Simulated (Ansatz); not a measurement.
Born–Oppenheimer molecular dynamics of a periodic cell of 25 atoms, Mg13O12 (surface MgO(111), adsorbate Mg). It goes on from the last frame of an earlier run, with new velocities.

The calculation used DFT PBE, scalar-relativistic, plane waves, PAW (Ansatz 0.2.0). Settings: PAW set soft_1, cutoff 420 eV, k mesh 2x2x1, fermi-dirac smearing 0.05 eV, no spin polarisation.

```yaml
ensemble: NVT, Langevin thermostat
time_step: 1.5 fs
steps_asked: 300
set_temperature: 1050 K
friction: 0.02 /fs
atoms_held: 1 to 8
seed: 425654
```

First frame:

```xyz
25
Lattice="5.4461 0.0000 0.0000 2.7231 4.7165 0.0000 0.0000 0.0000 17.5584" Properties=species:S:1:pos:R:3
Mg 0.000 0.000 1.000
O 4.085 3.930 2.112
Mg 1.361 2.358 1.000
O 2.723 1.572 2.112
Mg 2.723 0.000 1.000
O 6.808 3.930 2.112
Mg 4.085 2.358 1.000
O 5.446 1.572 2.112
Mg 5.460 3.071 3.614
O 1.335 2.119 4.711
Mg 4.077 0.767 3.537
O 5.393 -0.122 4.695
Mg 2.560 3.048 3.612
O 4.130 2.299 4.703
Mg 1.370 0.635 3.722
O 2.813 -0.082 4.888
Mg 2.699 1.488 6.047
O 4.054 0.728 7.136
Mg 4.085 3.859 6.239
O 5.456 3.076 7.410
Mg 5.398 1.466 6.013
O 1.225 0.769 7.358
Mg 6.890 3.776 6.426
O 2.847 2.928 7.390
Mg 4.255 2.022 8.538
```

(1) What does the run give?

(2) What happens to the structure?

(3) How do temperature and energy run in time?

Results:

(1) The run went to its last step.

```yaml
steps_done: 300
time_covered: 450 fs
mean_temperature_over_the_second_half: 997 K
spread_of_the_potential_energy_over_the_second_half: 16.8 meV per atom
mean_potential_energy_of_the_second_half_above_the_start: 30.7 meV per atom
```

A run of 0.45 ps of so small a system gives no equilibrium averages. Limits of this set-up: coarse k mesh, thin slab, slab without dipole correction.

(2) Mean squared displacements from the first frame to the last: Mg 0.07 Å², O 0.04 Å². This is one draw of velocities; another would differ in detail.

(3) 
| time (fs) | T (K) | potential energy less start (eV) |
| --- | --- | --- |
| 0 | 1050 | 0.000 |
| 22.5 | 1040 | 0.672 |
| 45 | 1016 | 0.917 |
| 67.5 | 932 | 0.321 |
| 90 | 992 | 0.207 |
| 112.5 | 854 | 0.831 |
| 135 | 1074 | 0.587 |
| 157.5 | 752 | 0.960 |
| 180 | 1280 | 0.519 |
| 202.5 | 887 | 0.982 |
| 225 | 1066 | 0.942 |
| 247.5 | 768 | 0.516 |
| 270 | 933 | 0.007 |
| 292.5 | 994 | 0.738 |
| 315 | 1254 | 0.885 |
| 337.5 | 1357 | 0.345 |
| 360 | 1052 | 1.389 |
| 382.5 | 1319 | 0.978 |
| 405 | 624 | 1.418 |
| 427.5 | 1307 | -0.025 |
| 450 | 825 | 0.757 |

Run time: 33 min on 2 threads of Arm Neoverse V1, with other jobs on the host, peak memory 1.1 GiB.
